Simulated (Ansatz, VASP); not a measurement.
# Two plane-wave programs on LiH

```xyz
2
Lattice="0.0000 1.8862 1.9985 1.8862 0.0000 1.9985 1.8862 1.8862 0.0000" Properties=species:S:1:pos:R:3 pbc="T T T"
Li    0.0000    0.0000    0.0000
H     1.8862    1.8862    1.9985
```

Change from the starting cell: biaxial_xy strain -5.6%.

Alike in both runs: task single point; functional PBE; k mesh 10 × 10 × 10; occupations fermi-dirac, width 0.02 eV; no spin polarisation.

|  | VASP | Ansatz |
| --- | --- | --- |
| version | VASP 6.6.1 | Ansatz 0.2.0 |
| potentials or method | VASP PAW PBE potentials, release 64 (Li_sv, H) | plane waves, PAW |
| plane-wave cutoff (eV) | 520 | 420 |
| valence electrons in the cell | 4 | 4 |

Ansatz gave:

| Quantity | Value |
| --- | --- |
| gap on the k mesh at the Fermi level (eV) | 2.18 |

Which values does VASP return?

gap on the k mesh at the Fermi level (eV): 2.17.

With one functional, cell and mesh, what is left measures potentials, basis and numerics.

 A k mesh can miss the band edges.
